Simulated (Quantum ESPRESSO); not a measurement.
# TePb in Quantum ESPRESSO: the effect of exact exchange

TePb:

```
Pb Te
1.0
     0.00000    3.23100    3.23100
     3.23100    0.00000    3.23100
     3.23100    3.23100    0.00000
Pb Te
1 1
Direct
  0.00000 0.00000 0.00000
  0.50000 0.50000 0.50000
```

Alike in all runs:

- Program: Quantum ESPRESSO 7.5
- Task: single point
- Functional: r2SCAN-X
- Potentials or basis: SG15 PBE 1.2
- Cutoff: 952 eV
- Density cutoff: 3810 eV
- k mesh: 2 × 2 × 2
- Occupations: fixed
- Spin: no spin polarisation

```tsv
exact exchange	gap on the mesh (eV)
0.05	1.25
0.1	1.50
0.15	1.74
0.25	2.23
0.35	2.73
0.5	?
```

Question: What does the run with exact exchange 0.5 give?

Answer: gap on the mesh 3.49 eV.

Worked out: A straight line through the other rows of the gap on the mesh, of slope 4.92 eV per unit of exact exchange, extrapolates to 3.47 eV, against the run's 3.49.

Caveats: all runs use coarse meshes; the mesh is coarse for exact exchange, which widens gaps; spin-orbit coupling is left out, which as a rule narrows the gap of such compounds by several tenths of an eV.

A k mesh can miss the band edges.
